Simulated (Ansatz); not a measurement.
Ni:

```
Ni
1.0
    -1.38372    1.38372    1.38372
     1.38372   -1.38372    1.38372
     1.38372    1.38372   -1.38372
Ni
1
Direct
  0.00000 0.00000 0.00000
```

This isn't the form of Ni at room conditions, which is fcc.

Base run:

* Program: Ansatz 0.2.0
* Functional: PBE
* Potentials or basis: all-electron LAPW, scalar-relativistic
* Cutoff: 339 eV (chosen from the basis error)
* Basis error allowed: 0.001 eV/atom
* k mesh: 13 × 13 × 13
* Occupations: gaussian, width 0.02 eV
* Spin: collinear spin, ferromagnetic start
* Starting moments: [1.0] μB

Its results: band gap on the k mesh none (metal or under the smearing width); pressure 7.7 GPa; net moment 0.59 μB per cell; site moments Ni +0.62 μB.

The run is repeated on the same cell with these changes: functional from PBE to RPBE. What comes out?

Band gap on the k mesh none (metal or under the smearing width); pressure 13.4 GPa; net moment 0.59 μB per cell; site moments Ni +0.62 μB.

RPBE binds less tightly than PBE, so the same cell stands under more pressure.
